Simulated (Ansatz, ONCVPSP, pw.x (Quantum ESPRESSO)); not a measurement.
## What a changed setting does to a pw.x run (fcc Hf)

Potential: optimised norm-conserving Vanderbilt (ONCV), ONCVPSP 4.0.1, PBE; core [Kr] 4d10 4f14, reference 5s2 5p6 5d2 6s2; waves: 5s+6s: rc 2.00 bohr, ncon 4, nbas 8, qcut 5.3 1/bohr, 2 projectors; 5p: rc 1.55 bohr, ncon 3, nbas 6, qcut 7.1 1/bohr, 2 projectors, debl 3.1 Ha; 5d: rc 2.00 bohr, ncon 3, nbas 6, qcut 4.9 1/bohr, 1 projector; local part: polynomial inside 1.35 bohr (lpopt 5, dvloc0 0 Ha); core correction: Teter function, fcfact 3.75, rcfact 1.8.

The reference run (k-mesh 13³, cutoffs 55/220 Ry, Fermi–Dirac 0.01 Ry, mixing_beta 0.4, conv_thr 1e-9, no spin) gives -1.22 GPa at 22.681 Å³/atom, where all-electron LAPW gives -0.23 GPa. This run, with its own iteration cap, changes k-mesh points per axis to 4.

```
&control
  calculation='scf', prefix='x', pseudo_dir='./', outdir='./tmp', tstress=.true., disk_io='none'
/
&system
  ibrav=0, nat=1, ntyp=1, ecutwfc=55, ecutrho=220, nbnd=14,
  occupations='smearing', smearing='fd', degauss=0.01
/
&electrons
  conv_thr=1e-09, mixing_beta=0.4, electron_maxstep=50
/
ATOMIC_SPECIES
Hf 1.0 Hf.UPF
CELL_PARAMETERS angstrom
  0.00000000 2.24669474 2.24669474
  2.24669474 0.00000000 2.24669474
  2.24669474 2.24669474 0.00000000
ATOMIC_POSITIONS crystal
Hf 0.0000 0.0000 0.0000
K_POINTS automatic
4 4 4 0 0 0
```

```bash
pw.x < Hf.scf.in > Hf.scf.out
```

**Question.** How does the run end?

**Answer.** It converges in 7 iterations; the free energy moves by +68.1 meV/atom and the pressure by +0.10 GPa.

```
Message from routine setup:
     using ibrav=0 with symmetry is DISCOURAGED, use correct ibrav instead
     lattice parameter (alat)  =       6.0042  a.u.
     unit-cell volume          =     153.0590 (a.u.)^3
     number of electrons       =        12.00
     number of Kohn-Sham states=           14
     kinetic-energy cutoff     =      55.0000  Ry
     charge density cutoff     =     220.0000  Ry
     scf convergence threshold =      1.0E-09
     Exchange-correlation= PBE
     number of k points=     8  Fermi-Dirac smearing, width (Ry)=  0.0100
     iteration #  1     ecut=    55.00 Ry     beta= 0.40
     total energy              =    -118.12606410 Ry
     estimated scf accuracy    <       0.01598802 Ry
     iteration #  2     ecut=    55.00 Ry     beta= 0.40
     total energy              =    -118.12576826 Ry
     estimated scf accuracy    <       0.00339652 Ry
     iteration #  3     ecut=    55.00 Ry     beta= 0.40
     total energy              =    -118.12611647 Ry
     estimated scf accuracy    <       0.00015767 Ry
     iteration #  4     ecut=    55.00 Ry     beta= 0.40
     total energy              =    -118.12612626 Ry
     estimated scf accuracy    <       0.00000138 Ry
     iteration #  5     ecut=    55.00 Ry     beta= 0.40
     total energy              =    -118.12612671 Ry
     estimated scf accuracy    <       0.00000014 Ry
     iteration #  6     ecut=    55.00 Ry     beta= 0.40
     total energy              =    -118.12612673 Ry
     estimated scf accuracy    <          2.0E-09 Ry
     iteration #  7     ecut=    55.00 Ry     beta= 0.40
     the Fermi energy is    14.1268 ev
!    total energy              =    -118.12612673 Ry
     estimated scf accuracy    <          3.4E-10 Ry
     smearing contrib. (-TS)   =      -0.00780467 Ry
     The total energy is F=E-TS. E is the sum of the following terms:
     one-electron contribution =     -20.13693319 Ry
     hartree contribution      =      14.64552193 Ry
     xc contribution           =     -34.87414673 Ry
     ewald contribution        =     -77.75276406 Ry
     convergence has been achieved in   7 iterations
          total   stress  (Ry/bohr**3)                   (kbar)     P=      -11.26
     Message from routine punch:
     Nothing written, as per user request (disk_io='none')
```

The run took about 1.6 s on one core of a shared host (Intel(R) Xeon(R) 6975P-C, 192 threads, 378 GiB, load 40).
